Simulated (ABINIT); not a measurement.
Nb:

```
Nb
1.0
     0.00000    2.06808    2.06808
     2.06808    0.00000    2.06808
     2.06808    2.06808    0.00000
Nb
1
Direct
  0.00000 0.00000 0.00000
```

This isn't the form of Nb at room conditions, which is bcc.

The cell isn't the ideal one: cell relaxed.

Base run:

* Program: ABINIT 10.8.3 (patched build)
* Functional: LDA
* Potentials or basis: PseudoDojo NC SR LDA v0.4 stringent
* Cutoff: 1116 eV
* k mesh: 8 × 8 × 8
* Occupations: fermi-dirac, width 0.05 eV
* Spin: no spin polarisation

Its results: pressure -0.1 GPa.

**Question.** The run is repeated on the same cell with these changes: k mesh from 8 × 8 × 8 to 12 × 12 × 12, with 4 shifts; occupations from fermi-dirac, width 0.05 eV to gaussian, width 0.136 eV. What comes out?

**Answer.** Pressure 0.6 GPa.
